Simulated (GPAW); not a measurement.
HgTe (Coloradoite):

```
Hg Te
1.0
     0.00000    3.21450    3.21450
     3.21450    0.00000    3.21450
     3.21450    3.21450    0.00000
Hg Te
1 1
Direct
  0.00000 0.00000 0.00000
  0.75000 0.75000 0.75000
```

```yaml
Program: GPAW 26.7.0
Task: relaxation of cell and atoms
Functional: PBE
Potentials_or_basis: GPAW PAW data sets (gpaw-data 1.2.1)
Cutoff: 600 eV
Basis: pw
k_mesh: 7 × 7 × 7
Occupations: fermi-dirac, width 0.05 eV
Spin: no spin polarisation
```

At the start: pressure 4.5 GPa; volume 33.22 Å³/atom.

Question: Where does the relaxation end?

Answer: Over 4 steps the energy falls by 45.2 meV/atom and the volume is 36.70 Å³/atom (+10.5 %); space group F-43m (No. 216, to 0.05 Å).

The path:
| step | energy change (eV) | largest force (eV/Å) | pressure (GPa) | volume (Å³) |
| --- | --- | --- | --- | --- |
| 1 | 0.0000 | 0.0000 | 4.51 | 66.43 |
| 2 | -0.0334 | 0.0000 | 3.44 | 67.78 |
| 3 | -0.0893 | 0.0000 | 0.40 | 72.67 |
| 4 | -0.0904 | 0.0000 | 0.05 | 73.39 |

Final structure:
```
CELL_PARAMETERS angstrom
0.00000 3.32308 3.32308
3.32308 0.00000 3.32308
3.32308 3.32308 0.00000
ATOMIC_POSITIONS crystal
Hg 0.00000 0.00000 0.00000
Te 0.75000 0.75000 0.75000
```

Caveat: later steps reuse the first step's grids.
